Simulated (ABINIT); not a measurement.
The system is Sr.

```
Sr
1.0
     0.00000    3.04235    3.04235
     3.04235    0.00000    3.04235
     3.04235    3.04235    0.00000
Sr
1
Direct
  0.00000 0.00000 0.00000
```

```yaml
Program: ABINIT 10.8.3 (patched build)
Task: single point
Functional: PBE
Potentials_or_basis: JTH PAW PBE v2.0
Cutoff: 408 eV
k_mesh: 8 × 8 × 8
Occupations: fermi-dirac, width 0.05 eV
Spin: no spin polarisation
```

On this cell: pressure -0.4 GPa; band gap on the k mesh none (metal or under the smearing width).

The same run follows on a disturbed copy (cell strained at random at fixed volume):

```
CELL_PARAMETERS angstrom
0.06610 3.01958 2.96526
3.13463 0.00753 3.02383
3.12896 3.07248 0.01320
ATOMIC_POSITIONS crystal
Sr 0.99000 0.99567 0.01497
```

What does the disturbed cell give?

The energy (extrapolated to zero smearing) moves by +3.5 meV/atom; pressure -0.4 GPa; band gap on the k mesh none (metal or under the smearing width).

Stress tensor (GPa, compression positive):
```
-0.52 -0.23 -0.28
-0.23 -0.39  0.19
-0.28  0.19 -0.31
```
